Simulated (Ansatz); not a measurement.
Relaxed AlSb (zinc blende):

```xyz
4
Lattice="0.0000 6.2255 6.2255 3.1128 3.1128 6.2255 3.1128 3.1128 0.0000" Properties=species:S:1:pos:R:3 pbc="T T T"
Sb     4.6691     4.6691     4.6691
Sb     4.6691     7.7819     7.7819
Al     0.0000     0.0000     0.0000
Al     3.1128     6.2255     3.1128
```

The atoms are displaced by Q × the pattern below (from a DFPT mode at X = (0.5, 0.5, 0.0), largest move 1; Q in Å), at fixed cell. It is one choice among 2 degenerate patterns. (q is in reciprocal vectors of the primitive cell; the cell shown is doubled to hold the pattern.)

```tsv
atom	x	y	z
Sb1	-0.221	0.000	0.000
Sb2	0.221	0.000	0.000
Al3	0.000	1.000	0.000
Al4	0.000	-1.000	0.000
```

Method: PBE (plane waves to 420 eV, PAW, scalar-relativistic; Ansatz, a first-principles code). k mesh 13×13×13 (Γ-centred), Fermi-Dirac smearing 0.05 eV. AlSb was relaxed with its symmetry unable to fall. Spin-orbit coupling is left out, though Sb is heavy.

At one point of the scan the forces (eV/Å) are:

| atom | Fx | Fy | Fz |
|---|---|---|---|
| Sb1 | 1.798 | 0.000 | 0.000 |
| Sb2 | -1.798 | 0.000 | 0.000 |
| Al3 | 0.000 | -1.731 | 0.000 |
| Al4 | 0.000 | 1.731 | 0.000 |

Which point is it?
A. Q = 0.187 Å
B. Q = 0.093 Å
C. Q = 0.280 Å
D. Q = 0.233 Å

D, Q = 0.233 Å

(For displaced atoms, the force is minus the slope of the energy, and its curvature is a force constant, which sets phonon frequencies.)
